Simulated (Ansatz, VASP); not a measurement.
Ca: VASP beside Ansatz

Contents of INCAR:

```
  ALGO = Normal
  EDIFF = 1E-7
  ENCUT = 520
  GGA = PE
  ISIF = 2
  ISMEAR = -1
  LASPH = T
  LCHARG = F
  LREAL = F
  LWAVE = F
  NBANDS = 17
  NELM = 80
  PREC = Accurate
  SIGMA = 0.05
```

Contents of KPOINTS:

```
k-points
0
Gamma
  12 12 12
```

The input POSCAR:

```
Ca
1.0
   -2.5235110640      2.5235110640      1.3517976740
    2.5235110640     -2.5235110640      1.3517976740
    2.5235110640      2.5235110640     -1.3517976740
Ca
2
Direct
   -0.3750000000     -0.1250000000     -0.2500000000
    0.3750000000      0.1250000000      0.2500000000
```

Input for Ansatz:

```yaml
crystal:
  lattice:
    - [-2.523511064, 2.523511064, 1.351797674]
    - [2.523511064, -2.523511064, 1.351797674]
    - [2.523511064, 2.523511064, -1.351797674]
  atoms:
    - { symbol: Ca, position: [-0.375, -0.125, -0.25] }
    - { symbol: Ca, position: [0.375, 0.125, 0.25] }
kpoints:
  mp_grid: { grid: [12, 12, 12] }
  band_path:
    path:
      - [0.0, 0.0, 0.0]
      - [0.0, 0.0, 0.5]
      - [-0.5, 0.5, 0.5]
      - [0.0, 0.0, 0.0]
      - [0.3217386124, 0.3217386124, -0.3217386124]
      - [-0.3217386124, 0.6782613876, 0.3217386124]
      - [-0.5, 0.5, 0.5]
      - [0.0, 0.0, 0.5]
      - [0.25, 0.25, 0.25]
    npoints: 8
scf:
  occupations: { method: fermi_dirac, width: 0.05 }
hamiltonian:
  xc: pbe
  pseudopotentials: { kind: paw }
output:
  forces: true
  stress: true
  eigenvalues: true
  populations: true
  dos: { projected: true, de: 0.2, e_range: [-14, 8] }
```

Change from the starting cell: volume scaled by 0.4, PAW files.

Alike in both runs: task single point; functional PBE; k mesh 12 × 12 × 12; occupations fermi-dirac, width 0.05 eV; no spin polarisation.

|  | VASP | Ansatz |
| --- | --- | --- |
| version | VASP 6.6.1 | Ansatz 0.2.0 |
| potentials or method | VASP PAW PBE potentials, release 64 (Ca_sv) | PAW with Ansatz's default frozen-core files, scalar-relativistic |
| plane-wave cutoff (eV) | 520 | 420 |
| valence electrons in the cell | 20 | 20 |

VASP gave:

| Item | Value |
| --- | --- |
| pressure (GPa) | 49.2 |
| largest component of the traceless stress (GPa) | 0.39 |

Question: Estimate Ansatz's values.

Answer: Pressure (GPa): 48.5; largest component of the traceless stress (GPa): 0.38.

Caveats: so large a pressure means that the cell lies far from this level's equilibrium, or that cutoff or potentials fall short (VASP).
